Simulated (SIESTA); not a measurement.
# MoS2 under changes of volume

One of the cells (18.083 Å³/atom); the others are scaled copies at fixed shape and fractional positions:

```xyz
3
Lattice="1.5905 0.9183 6.1907 -1.5905 0.9183 6.1907 0.0000 -1.8365 6.1907" Properties=species:S:1:pos:R:3 pbc="T T T"
Mo    0.0000    0.0000    0.0000
S     0.0000    0.0000    7.7446
S     0.0000    0.0000    4.6430
```

Measurements of this composition are mostly on another form, of space group No. 194.

| Property | Result |
| --- | --- |
| Program | SIESTA 5.4.2 |
| Functional | PBEsol |
| Potentials or basis | PseudoDojo 0.4 standard (PBEsol files) |
| Basis | DZP (energy shift 0.003 Ry; two zetas on semicore shells) |
| Grid cutoff | 800 Ry |
| Energy shift | 0.003 Ry |
| k mesh | 10 × 10 × 10 |
| Occupations | fermi-dirac, width 0.05 eV |
| Spin | no spin polarisation |

```tsv
volume (Å³/atom)	energy over the lowest point (meV/atom)	pressure (GPa)	gap on the mesh (eV)	largest force (eV/Å)
16.664	63.55	15.2	0.92	1.953
17.019	34.77	10.9	0.94	1.506
17.373	15.18	6.9	0.95	1.091
18.083	0.00	0.2	0.98	0.355
18.437	2.83	-2.7	0.99	0.086
18.792	?	?	?	?
```

What does the run at 18.792 Å³/atom give?

Energy over the lowest point 11.70 meV/atom; pressure -5.3 GPa; gap on the mesh 1.00 eV; largest force 0.359 eV/Å.

Worked out: A Birch-Murnaghan fit of order 3 (a polynomial in V^(-2/3)) to the other rows has its minimum at 18.10 Å³/atom with B0 = V·E''(V) = 154 GPa and B' = 4.3 at fixed shape and positions, which overstates the stiffness. It gives 11.75 meV/atom at 18.792 Å³/atom, against the run's 11.70, and -dE/dV = -5.3 GPa, against -5.3. A straight line through the other rows of the gap, of slope 0.685 eV per unit of ln V, extrapolates to 1.00 eV, against the run's 1.00.

Energies are extrapolated to zero smearing.

Caveats: the basis of atomic orbitals isn't converged, which shifts pressures, moduli and gaps; forces of over 1 eV/Å show positions far from the minimum, so gaps and moduli don't describe the material at rest (some runs).

A mesh can miss the band edges. Spin-orbit coupling on Mo is left out.
